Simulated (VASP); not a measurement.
## BaS in VASP 6.6.1, single-point calculation

INCAR

```
ENCUT = 520
ISMEAR = -1
EDIFF = 1E-7
SIGMA = 0.02
ISIF = 2
LWAVE = .FALSE.
GGA = PS
LASPH = .TRUE.
NSW = 0
NELM = 90
LREAL = .FALSE.
IBRION = -1
LCHARG = .FALSE.
PREC = Accurate
NBANDS = 15
```

KPOINTS

```
KPOINTS created by Atomic Simulation Environment
0
Gamma
8 8 8
0 0 0
```

POSCAR

```
Ba S
 1.0000000000000000
     0.0000000000000000    3.2117958738999999    3.2117958738999999
     3.1103031243000001    0.0000000000000000    3.2117958738999999
     3.1103031243000001    3.2117958738999999    0.0000000000000000
 Ba  S
   1   1
Cartesian
  0.0000000000000000  0.0000000000000000  0.0000000000000000
  3.1103031242999997  3.2117958738999999  3.2117958738999999
```

The recommended PBE PAW datasets give the neutral cell 16 valence electrons.

Command

```
mpirun -np 1 vasp_std
```

Q: How does this run end, and what does it give?

A: It converged. Results: gap between bands v and c on the k mesh 1.85 eV; least direct gap on the k mesh 2.00 eV; pressure 0.3 GPa. Band v is the last that the valence electrons fill when counted band by band, and c is the next.

OSZICAR

```
N       E                     dE             d eps       ncg     rms          rms(c)
DAV:   1     0.803682880492E+02    0.80368E+02   -0.68089E+03  1770   0.926E+02
DAV:   2    -0.650735876718E+01   -0.86876E+02   -0.79425E+02  2414   0.170E+02
DAV:   3    -0.110465269595E+02   -0.45392E+01   -0.45090E+01  2452   0.406E+01
DAV:   4    -0.111387940069E+02   -0.92267E-01   -0.92247E-01  2255   0.576E+00
DAV:   5    -0.111405610516E+02   -0.17670E-02   -0.17669E-02  2459   0.684E-01    0.473E+00
DAV:   6    -0.107104423100E+02    0.43012E+00   -0.56214E-01  2071   0.456E+00    0.324E+00
DAV:   7    -0.107013831653E+02    0.90591E-02   -0.14098E-01  2248   0.209E+00    0.177E+00
DAV:   8    -0.107064928474E+02   -0.51097E-02   -0.19784E-02  1987   0.910E-01    0.220E-01
DAV:   9    -0.107058691621E+02    0.62369E-03   -0.28219E-03  2302   0.336E-01    0.110E-01
DAV:  10    -0.107062913482E+02   -0.42219E-03   -0.50395E-04  1952   0.155E-01    0.264E-02
DAV:  11    -0.107062960157E+02   -0.46675E-05   -0.47306E-05  2351   0.444E-02    0.694E-03
DAV:  12    -0.107062970350E+02   -0.10193E-05   -0.41718E-06  2071   0.123E-02    0.690E-03
DAV:  13    -0.107062969990E+02    0.36029E-07   -0.34499E-07  2225   0.371E-03
   1 F= -.10706297E+02 E0= -.10706297E+02  d E =-.679206E-13
```

For comparison, a separate PBE run of the intended cell, on usual settings and not on those above, gives a gap of 1.98 eV on its mesh and a pressure of 2.3 GPa.
